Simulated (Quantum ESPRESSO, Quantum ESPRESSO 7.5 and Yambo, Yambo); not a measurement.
# As (buckled honeycomb monolayer): G0W0 on several meshes in Yambo

Aim: the GW shift of As (buckled honeycomb monolayer) against the k mesh.

Calculated with Quantum ESPRESSO 7.5 and Yambo 5.3.0; PBE and many-body steps on it, plane waves.

## (1) Set-up

The cell holds 2 atoms: 2 As. Cell: a = 3.611 Å, b = 3.611 Å, c = 14.000 Å, α = 90.0°, β = 90.0°, γ = 120.0°. Vacuum lies along c.

The structure was relaxed with PBE. The runs that relaxed it are not among those shown.

## (2) Empty states on the mesh, 6×6×1 mesh, 233 bands

This step: Quantum ESPRESSO 7.5; DFT, PBE, plane waves, norm-conserving pseudopotentials.

The sums over transitions need many empty states on a uniform mesh; this step solves for them.

File pw.in:

```
&control
  calculation = 'nscf'
  prefix = 'x'
  outdir = 'o'
  pseudo_dir = 'pseudo'
/
&system
  ibrav = 0
  nat = 2
  ntyp = 1
  ecutwfc = 100.0
  nbnd = 233
  force_symmorphic = .true.
/
&electrons
  conv_thr = 1e-9
  electron_maxstep = 80
  diago_full_acc = .true.
  diago_thr_init = 5e-6
/
ATOMIC_SPECIES
  As 74.922 As.upf
CELL_PARAMETERS angstrom
  3.6112698141 -0.0000000000 0.0000000000
  -1.8056349070 3.1274513989 0.0000000000
  0.0000000000 0.0000000000 14.0000000000
ATOMIC_POSITIONS crystal
  As 0.3333333333 0.6666666667 0.4503483115
  As 0.6666666667 0.3333333333 0.5496516885
K_POINTS automatic
  6 6 1 0 0 0
```

On the command line:

```console
> OMP_NUM_THREADS=1 mpirun -n 8 pw.x -nk 4 -in pw.in > pw.out
```

The program printed:

```text
Program PWSCF v.7.5 starts

     This program is part of the open-source Quantum ESPRESSO suite
     for quantum simulation of materials; please cite
         "P. Giannozzi et al., J. Phys.:Condens. Matter 21 395502 (2009);
         "P. Giannozzi et al., J. Phys.:Condens. Matter 29 465901 (2017);
         "P. Giannozzi et al., J. Chem. Phys. 152 154105 (2020);
     in publications or presentations arising from this work. More details at

     Atomic positions and unit cell read from directory:
     o/x.save/

     Message from routine setup:
[...]
-185.6155-185.6151-129.0137-129.0132-129.0117-129.0111-128.9551-128.9540
[...]
26.9869  27.5028  27.8688  28.0663  28.5569  28.7980  28.9630  29.3258
     [... 18 further rows ...]
    67.7744  67.9560  68.1635  68.4657  68.7202  68.8187  68.8650  69.1505
    69.2642

          k = 0.0000-0.5774 0.0000 ( 18060 PWs)   bands (ev):

     [... further k-points ...]

     highest occupied, lowest unoccupied level (ev):    -0.9090    0.7366

     XML data file, pseudopotentials, collected wavefunctions

=------------------------------------------------------------------------------=
   JOB DONE.
=------------------------------------------------------------------------------=
```

It took 87 s on 8 MPI ranks of Arm Neoverse N1, shared host; peak memory 1.9 GiB.

This step gave:

```yaml
gap: 1.646 eV
k_of_the_valence_top: 0, 0, 0
k_of_the_conduction_bottom: 0, 0.3333, 0
least_direct_gap: 1.948 eV
k_points_computed: 7
lowest_point_of_the_top_converged_band_above_the_valence_top: 66.5999 eV
```

On this mesh the gap is 1.646 eV.

The density comes from a self-consistent run that is not shown.

## (3) Conversion and set-up

This step: Yambo 5.3.0; conversion and set-up on PBE, plane waves, norm-conserving pseudopotentials.

The states are converted to the many-body program's format and the q mesh is built.

On the command line:

```console
> (cd o/x.save; p2y > p2y.log; mv SAVE ../..); yambo > setup.log
```

The program printed:

```text
 Yambo, version 5.3.0

 [02] CORE Variables Setup
 =========================

  [02.01] Unit cells
  ==================

  Cell kind             :  HCP
  Atoms in the cell     :  As
  number of As atoms    :  2

  List of atomic masses
  Mass of As    :  74.92200

  List of atomic coordinates    : [cc]
  As1       : -0.27822E-09   3.9400       11.914      order 1
  As2       :   3.41216   1.97001  14.54168  order 2

  Alat factors          :   6.82431   5.91003  26.45617 [a.u.]
  Direct lattice volume :   1067.03    [a.u.]
  Direct lattice vectors:  A[ 1 ]  A[ 2 ]  A[ 3 ]
[...]
BZ  Q-points                                      :   36

 K/Q-points units:
 rlu = crystal or reduced units; cc = cartesian coordinates; iku = interal k-units

 Q [1]          [rlu]:  0.000000  0.000000  0.000000
 Q [2]          [rlu]: -0.10630E-16  0.16667       0.0000
 Q [3]          [rlu]: -0.21260E-16  0.33333       0.0000
 Q [4]          [rlu]:  0.31890E-16 -0.50000       0.0000
 Q [5]          [rlu]:  0.166667  0.166667  0.000000
 Q [6]          [rlu]:  0.166667  0.333333  0.000000
 Q [7]          [rlu]:  0.333333  0.333333  0.000000

  [03.01] X indexes
  =================

   [03.01.01] Sigma indexes
   ========================

 [06] Game Over & Game summary
```

Run time: 3.7 s. Hardware: 1 MPI rank; peak memory 0.26 GiB.

## (4) 6×6×1

Now the one-shot GW correction: screening in the RPA, then the self-energy of the levels asked for.

This step: G0W0 on PBE, plane waves, norm-conserving pseudopotentials.

File gw2.in:

```
HF_and_locXC
gw0
dyson
ppa
em1d
rim_cut
rim_w
RandQpts= 3000000
RandGvec= 100 RL
CUTGeo= "slab z"
RandGvecW= 9 RL
EXXRLvcs= 100 Ry
VXCRLvcs= 400 Ry
Chimod= "HARTREE"
% BndsRnXp
 1 | 120 |
%
NGsBlkXp= 8 Ry
% LongDrXp
 1 | 1 | 0 |
%
% GbndRnge
 1 | 120 |
%
DysSolver= "n"
ExtendOut
PPAPntXp= 27.21138 eV
% QPkrange
 1 | 1 | 22 | 25 |
 3 | 3 | 22 | 25 |
%
```

On the command line:

```console
> OMP_NUM_THREADS=1 mpirun -n 8 yambo -F gw2.in -J gw2 -C gw2 > gw2.log
```

The program printed:

```text
 Yambo, version 5.3.0

 [02] CORE Variables Setup
 =========================

  [... cell, symmetries and grids as in the set-up ...]

  [02.05] Energies & Occupations
  ==============================

  [X] === General ===
  [X] Electronic Temperature                        :  0.000000  0.000000 [eV K]
  [X] Bosonic    Temperature                        :  0.000000  0.000000 [eV K]
  [X] Finite Temperature mode                       : no
  [X] El. density                                   :  0.29092E+24 [cm-3]
  [X] Fermi Level                                   : -0.908984 [eV]

  [X] === Gaps and Widths ===
  [X] Conduction Band Min                           :  1.645614 [eV]
  [X] Valence Band Max                              :  0.000000 [eV]
  [X] Filled Bands                                  :  23
  [X] Empty Bands                                   :   24  233
  [X] Direct Gap                                    :  1.948162 [eV]
  [X] Direct Gap localized at k                     :  1
  [X] Indirect Gap                                  :  1.645614 [eV]
  [X] Indirect Gap between kpts                     :  1  3
  [X] Last valence band width                       :  1.964014 [eV]
  [X] 1st conduction band width                     :  1.151044 [eV]

 [03] Transferred momenta grid and indexing
 ==========================================

 IBZ Q-points                                      :   7
 BZ  Q-points                                      :   36

 K/Q-points units:
 rlu = crystal or reduced units; cc = cartesian coordinates; iku = interal k-units

 Q [1]          [rlu]:  0.000000  0.000000  0.000000
 Q [2]          [rlu]: -0.10630E-16  0.16667       0.0000
 Q [3]          [rlu]: -0.21260E-16  0.33333       0.0000
 Q [4]          [rlu]:  0.31890E-16 -0.50000       0.0000
 Q [5]          [rlu]:  0.166667  0.166667  0.000000
 Q [6]          [rlu]:  0.166667  0.333333  0.000000
 Q [7]          [rlu]:  0.333333  0.333333  0.000000

 [04] Coloumb potential Random Integration (RIM)
 ===============================================

 Performing RIM of v_slab

  [04.01] RIM initialization
  ==========================

  * Diagonal components only detected *

  8 x (sBL volume)        :  0.051660 [a.u.]
  sBZ random points       :  3000000
  Points outside the sBZ  :  24000829
  RL volume               :  0.232469 [a.u.]
  Integrated volume       :  0.232461 [a.u.]

  [04.02] RIM integrals
  =====================

  Gamma point sphere radius             :  0.041605 [a.u.]
  Points outside the sphere             :  2398884
  [Int_sBZ(q=0) 1/q^2]*(Vol_sBZ)^(-1/3) =:  7.487296
                                 should be <:  7.795600

  Summary of Coulomb integrals for non-metallic bands |Q|[au] RIM/Bare

  Q [1] 0.100000E-4 0.960452 * Q [2] 0.177190 0.997483
  Q [5] 0.306902 1.024611 * Q [3] 0.354380 1.023541
  Q [6] 0.468801 1.017709 * Q [4] 0.531570 1.014578
  Q [7] 0.613804 1.011396
  Non-periodic chartesian directions : none
  Optical renormalization            :  26.45617 [au]
  Polarizability dimension           : length

 [05] Coloumb potential CutOffslab
 =================================

 Cut directionsZ
 Slab Cutoff:Z
 Symmetry test passed : yes

 [06] Dipoles
 ============

  [06.01] Setup: observables and procedures
  =========================================

 [07] Dynamic Dielectric Matrix (PPA)
 ====================================

 [SLK-Inversion]  Pools        :  2
 [SLK-Inversion]  BLACS grid   :  2  2

 [WR./gw2//ndb.pp]---------------------------------------------------------------
  Brillouin Zone Q/K grids (IBZ/BZ)                :    7   36    7   36
  RL vectors                                       :  21365 [WF]
  Coulomb cutoff potential                         : slab z
  Electronic Temperature                           :  0.000000 [K]
  Bosonic    Temperature                           :  0.000000 [K]
  PPA    diel. fun.  energies                      : Perdew, Burke & Ernzerhof(X)+Perdew, Burke & Ernzerhof(C)
[...]
X poles                                          :  100.0000 [o/o]
  RL vectors in the sum                            :  21365
  [r,Vnl] included                                 : yes
  Field direction                                  :  0.707107E-5  0.707107E-5   0.00000
  BZ energy Double Grid                            : no
  BZ energy DbGd points                            : 0
  BZ Q point size factor                           : -1.000000
  X Optical Averaged directions                    : none

 [08] Local Exchange-Correlation + Non-Local Fock
 ================================================

 [VXC] Plane waves :  144181
 [EXS] Plane waves :  18025

 QP @ state[ 1 ] K range:  1  1
 QP @ state[ 1 ] b range:  22  25
 QP @ state[ 2 ] K range:  3  3
 QP @ state[ 2 ] b range:  22  25

 [xc] Functional : Perdew, Burke & Ernzerhof(X)+Perdew, Burke & Ernzerhof(C)
 [xc] LIBXC used to calculate xc functional
  PP Number of Atomic Species                      :  1
  NLCC RL compoments                               :  144181
  PP Number of Atomic Species                      :  1
  NLCC RL compoments                               :  144181

 [xc] E_xc :  -47.81826 [Ha]
      E_xc :  -95.63652 [Ry]

  Local XC kind (lXC) : Perdew, Burke & Ernzerhof(X)+Perdew, Burke & Ernzerhof(C)
  Non-Local XC kind (nlXC) : Hartree-Fock

  Corrections @ K [1] :  [eV]
 <22|nlXC|22> = -15.29556  0.15138E-16 <22|lXC|22> = -14.05397  0.18882E-15
 <23|nlXC|23> = -15.29564  0.46547E-17 <23|lXC|23> = -14.05397  0.18882E-15
 <24|nlXC|24> = -8.947700 -0.40892E-18 <24|lXC|24> = -12.75021  0.18882E-15
 <25|nlXC|25> = -8.849161  0.20264E-17 <25|lXC|25> = -13.27561  0.000000

  Corrections @ K [3] :  [eV]
 <22|nlXC|22> = -15.32122 -0.58292E-17 <22|lXC|22> = -13.35912  0.000000
 <23|nlXC|23> = -14.51670 -0.12076E-17 <23|lXC|23> = -12.57054 -0.94408E-16
 <24|nlXC|24> = -7.601211  0.26321E-17 <24|lXC|24> = -11.00362  0.000000
 <25|nlXC|25> = -6.559471  0.24704E-17 <25|lXC|25> = -10.79247 -0.94408E-16

 [09] Dyson equation: Newton solver
 ==================================

  [09.01] RIM-W interpolation
  ===========================

  [WARNING] RIM-W works only for 2D semiconductors with slab cutoff
  Found compatible q grid: 2D
  q_min[ 1 ]:  0.16667      0.29894E-11   0.0000     [rlu]
   0.166667  0.083333  0.000000 [iku]
  q_min[ 2 ]:  0.61536E-11  0.16667       0.0000     [rlu]
   0.61536E-11  0.16667       0.0000     [iku]
  G-vectors :   9
  G-vectors loaded:   63
  Number of interpolated frequencies:  2

  Evaluating coefficients q = 0
  Evaluating coefficients q = 0

  [09.02] RIM-W integrals
  =======================

  8 x (sBL volume)        :  0.051660 [a.u.]
  sBZ random points       :  3000000
  Points outside the sBZ  :  24000829
  RL volume               :  0.232469 [a.u.]
  Integrated volume       :  0.232461 [a.u.]

  [09.03] RIM integrals
  =====================

  Comparison between head Wc = W - v averages: < Wc > [au] RIM-W/RIM

   < -Wc [Q = 1] > 0.364336E-1 0.483878E-4 * < -Wc [Q = 2] > 0.005334 0.005144
   < -Wc [Q = 3] > 0.976992E-3 0.955822E-3 * < -Wc [Q = 4] > 0.326463E-3 0.322611E-3
   < -Wc [Q = 5] > 0.001434 0.001400 * < -Wc [Q = 6] > 0.469831E-3 0.464826E-3
   < -Wc [Q = 7] > 0.218812E-3 0.217344E-3

  Comparison between head Wc = W - v averages: < Wc > [au] RIM-W/RIM

   < -Wc [G = 1,G`=0] > 0.364336E-1 0.483878E-4 * < -Wc [G = 2,G`=0] >-0.002021 0.000000
   < -Wc [G = 3,G`=0] >-0.002021 0.000000 * < -Wc [G = 4,G`=0] > 0.698915E-4  0.00000
   < -Wc [G = 5,G`=0] > 0.698709E-4  0.00000 * < -Wc [G = 6,G`=0] > 0.509404E-4  0.00000
   < -Wc [G = 7,G`=0] > 0.509660E-4  0.00000 * < -Wc [G = 8,G`=0] >-0.165680E-4  0.00000
   < -Wc [G = 9,G`=0] >-0.165702E-4  0.00000

 [10] G0W0 (W PPA)
 =================

 [  GW  ] Bands range     :    1  120
 [GW/PPA] G damping       :  0.100000 [eV]

 QP @ state[ 1 ] K range:  1  1
 QP @ state[ 1 ] b range:  22  25
 QP @ state[ 2 ] K range:  3  3
 QP @ state[ 2 ] b range:  22  25

  Sc/G bands                                       :    1  120
  Sc/G damping                                     :  0.100000 ev
  Sc bands terminator                              : no
  Sx RL components                                 :  18025

  QP @ state[ 1 ] K range                          :  1  1
  QP @ state[ 1 ] b range                          :  22  25
  QP @ state[ 2 ] K range                          :  3  3
  QP @ state[ 2 ] b range                          :  22  25
  GF energies kind                                 : Perdew, Burke & Ernzerhof(X)+Perdew, Burke & Ernzerhof(C)
  GF WF`s kind                                     : Perdew, Burke & Ernzerhof(X)+Perdew, Burke & Ernzerhof(C)
  Xs energies kind                                 : Perdew, Burke & Ernzerhof(X)+Perdew, Burke & Ernzerhof(C)
  Xs WF`s kind                                     : Perdew, Burke & Ernzerhof(X)+Perdew, Burke & Ernzerhof(C)

 [14] Game Over & Game summary
```

Run time: 5.8 min. Hardware: 8 MPI ranks; peak memory 7.9 GiB; 46 min of CPU time.

Numbers from this step:

* G0W0 gap on the points computed: 2.567 eV
* starting gap on the mesh: 1.646 eV
* k of the valence top: 0, 0, 0
* k of the conduction bottom: 0, 0.3333, 0
* least direct G0W0 gap on the computed points: 3.044 eV
* Z at the valence top: 0.7363
* Z at the conduction bottom: 0.7436

The gap on the mesh goes from 1.65 eV to 2.57 eV, a correction of +0.92 eV.

## (5) Empty states on the mesh, 9×9×1 mesh, 120 bands

This step: Quantum ESPRESSO 7.5; DFT, PBE, plane waves, norm-conserving pseudopotentials.

Changes to pw.in since step 2:

```diff
@@ -11,3 +11,3 @@
   ecutwfc = 100.0
-  nbnd = 233
+  nbnd = 120
   force_symmorphic = .true.
@@ -30,2 +30,2 @@
 K_POINTS automatic
-  6 6 1 0 0 0
+  9 9 1 0 0 0
```

On the command line:

```console
> OMP_NUM_THREADS=1 mpirun -n 8 pw.x -nk 4 -in pw.in > pw.out
```

The program printed:

```text
[banner, memory and clock lines left out]
Program PWSCF v.7.5 starts

     Atomic positions and unit cell read from directory:
     o/x.save/

     Message from routine setup:
     using ibrav=0 with symmetry is DISCOURAGED, use correct ibrav instead

     bravais-lattice index     =            0
     lattice parameter (alat)  =       6.8243  a.u.
     unit-cell volume          =    1067.0263 (a.u.)^3
     number of atoms/cell      =            2
     number of atomic types    =            1
     number of electrons       =        46.00
[...]
[... 3 further rows ...]
[...]
k = 0.0000 0.2566 0.0000 ( 17997 PWs)   bands (ev):

  -185.6155-185.6151-129.0137-129.0134-129.0114-129.0111-128.9554-128.9537
[...]
[... 3 further rows ...]
    37.7253  37.7672  37.9921  38.7156  38.9709  39.4241  39.4524  39.8089
    40.3039  40.4490  40.4852  40.5072  40.6263  40.7653  41.5922  42.0143

          k = 0.0000 0.3849 0.0000 ( 18027 PWs)   bands (ev):

     [... further k-points ...]

     highest occupied, lowest unoccupied level (ev):    -0.9090    0.7366

     XML data file, pseudopotentials, collected wavefunctions
```

Wall time 59 s (8 MPI ranks); peak memory 1.2 GiB; 7.8 min of CPU time.

This step gave:

```yaml
gap: 1.646 eV
k_of_the_valence_top: 0, 0, 0
k_of_the_conduction_bottom: 0, 0.3333, 0
least_direct_gap: 1.948 eV
k_points_computed: 12
lowest_point_of_the_top_converged_band_above_the_valence_top: 41.02 eV
```

On this mesh the gap is 1.646 eV.

(Part 1 of 2 ends here.)

[Paths, hosts, dates, memory and timing lines, banners, echoed tables and standing remarks are left out of the program output.]

[Logs are printed without paths, hosts, clocks, repeated set-up lines and the standing remarks that a program may print on its own settings, such as how far it seeks lower states.]

[Runs of the session that timed out or met a known fault of the program may be left out.]

[Hosts, paths, dates, database ids (printed as entryN), source tags and the programs' standing remarks are cut or masked in the printed files.]
